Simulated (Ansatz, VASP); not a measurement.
Zr in VASP and in Ansatz

The input INCAR:

```
SYSTEM = Zr
PREC     = Accurate       ! precision mode
ENCUT    = 520            ! plane-wave cutoff, eV
EDIFF    = 1E-8           ! SCF threshold, eV
ISMEAR   = -1             ! smearing method
SIGMA    = 0.05           ! smearing width, eV
LREAL    = .FALSE.        ! projectors in reciprocal space
LASPH    = .TRUE.         ! aspherical terms in the spheres
NELM     = 80             ! most SCF steps
ALGO     = Normal         ! electronic algorithm
ISIF     = 2              ! what is computed and relaxed
LWAVE    = .FALSE.        ! write WAVECAR
LCHARG   = .FALSE.        ! write CHGCAR
GGA      = PS             ! functional
LEFG     = .TRUE.       
NBANDS   = 12             ! bands
```

KPOINTS

```
Automatic mesh
0
G
  13 13 13
  0 0 0
```

File POSCAR:

```
Zr
1.0
   -1.7908472709      1.7908472709      1.7908472709
    1.7908472709     -1.7908472709      1.7908472709
    1.7908472709      1.7908472709     -1.7908472709
Zr
1
Direct
    0.0000000000      0.0000000000      0.0000000000
```

Input for Ansatz:

```yaml
crystal:
  lattice:
    - [-1.7908472709, 1.7908472709, 1.7908472709]
    - [1.7908472709, -1.7908472709, 1.7908472709]
    - [1.7908472709, 1.7908472709, -1.7908472709]
  atoms:
    - { symbol: Zr, position: [0.0, 0.0, 0.0] }
kpoints:
  mp_grid: { grid: [13, 13, 13] }
  band_path:
    path:
      - [0.0, 0.0, 0.0]
      - [0.5, -0.5, 0.5]
      - [0.0, 0.0, 0.5]
      - [0.0, 0.0, 0.0]
      - [0.25, 0.25, 0.25]
      - [0.5, -0.5, 0.5]
      - [0.25, 0.25, 0.25]
      - [0.0, 0.0, 0.5]
    npoints: 5
scf:
  occupations: { method: fermi_dirac, width: 0.05 }
hamiltonian:
  xc: pbesol
  pseudopotentials: { kind: paw }
output:
  forces: true
  stress: true
  eigenvalues: true
  efg: { contact_densities: true }
```

Alike in both runs: task electric field gradients; functional PBEsol; k mesh 13 × 13 × 13; occupations fermi-dirac, width 0.05 eV; no spin polarisation.

```csv
,VASP,Ansatz
version,VASP 6.6.1,Ansatz 0.2.0
potentials or method,"VASP PAW PBE potentials, release 64 (Zr_sv)","PAW with Ansatz's default frozen-core files, scalar-relativistic"
plane-wave cutoff (eV),520,420
valence electrons in the cell,12,12
```

|  | VASP | Ansatz | Ansatz less VASP |
| --- | --- | --- | --- |
| pressure (GPa) | -4.4 | -4.5 | -0.07 |
| Vzz of the field gradient on the site that differs most (V/Å²) | 0.0 | 0.0 | 0.00 |

Ansatz warned: «gradients_without_spin_orbit».

Caveats: the PAW data sets were made with another functional, which shifts forces and pressure a little (VASP).
